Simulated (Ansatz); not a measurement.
What does this script print? It uses Ansatz 0.2.0, Python API.

The script reads `bn.vasp`:
```text
BN
1.0
   0.00000000    3.49531583    2.16609124
   1.25163210    0.00000000    2.16609124
   1.25163210    3.49531583    0.00000000
B N
1 1
Direct
   0.00004865    0.00004865    0.99995135
   0.66665134    0.66665134    0.33334866
```

`run_dfpt.py`:
```python
'''DFPT phonons of BN.'''

from dataclasses import dataclass
from pathlib import Path

import ansatz as az
from ase.io import read
import numpy as np


@dataclass(frozen=True)
class Options:
    tolerance: float = 1e-07
    occupations: str = 'Fixed'
    xc: str = 'lda'
    mesh: tuple[int, ...] = (8, 8, 8)


opts = Options()


def main() -> None:
    atoms = read('bn.vasp', format='vasp')
    xtal = az.Crystal.from_ase(atoms)

    calculation = (
        xtal.calculation()
        .scf(tolerance=opts.tolerance)
        .occupations(opts.occupations)
        .functional(opts.xc)
        .kpoints(*opts.mesh)
        .phonons('dfpt', dielectric=True, lo_to_directions=[(0, 0, 1)])
    )
    outcome = calculation.run(threads=1, pin='off', runs_dir='runs')
    ph = outcome.phonons

    print('Gamma modes (1/cm):', ' '.join(f'{w:.1f}' for w in ph.gamma_omega_inv_cm))
    print('in meV:', ' '.join(f'{w * 0.1239842:.2f}' for w in ph.gamma_omega_inv_cm))
    field = outcome.phonons_dielectric
    print('eps_inf diagonal:', np.round(np.diag(field.eps_inf), 3))
    for site, z in zip(outcome.lattice.sites, field.zstar_e):
        print(f'Born charge {site.symbol:2s}', np.round(np.diag(z), 3) + 0.0)
    rows = (Path(outcome.output_folder) / 'results' / 'optical_modes.tsv').read_text().splitlines()
    for line in rows:
        if not line.startswith('#'):
            print('  '.join(f'{float(v):.3f}' for v in line.split()[:8]))


if __name__ == '__main__':
    main()
```

```console
$ python run_dfpt.py
DeckWarning: basis.ecutwfc = 420 eV, auto-derived from the records' recommended cutoffs: set by B (normal level)
DeckWarning: phonons.dielectric: true without phonons.rigid_motions: the static dielectric tensor ε⁰ will be withheld (ε∞, Z* and the rows of modes are given); for a crystal or a slab, whose only [...]
Gamma modes (1/cm): 0.0 0.0 0.0 777.0 1355.4 1356.1
in meV: 0.00 0.00 0.00 96.33 168.05 168.13
eps_inf diagonal: [4.672 2.5   4.694]
Born charge B  [2.703 0.636 2.702]
Born charge N  [-2.703 -0.636 -2.702]
0.000  0.000  0.000  776.990  1.000  1.527  0.000  -0.000
0.000  0.000  0.000  1355.396  1.000  27.621  1.197  -0.000
0.000  0.000  0.000  1356.089  1.000  27.611  0.000  0.000
0.827  0.296  -0.478  778.418  1.000  1.543  0.001  -0.006
0.827  0.296  -0.478  1355.915  1.000  27.613  0.301  0.000
0.827  0.296  -0.478  1571.849  1.000  27.602  0.896  0.006
```
(Warnings from the package without file and line, shortened.)

Reading the output:
- The cell isn't relaxed first, so the values belong to this volume.
- The structure comes from a database of computed cells and needn't be a stable or known phase.
- The structure is taken as given; imaginary modes can come from an unrelaxed or unstable start.
- Finished in 64 s on 1 thread of Arm Neoverse V1, on a shared host, peak memory 0.64 GiB.
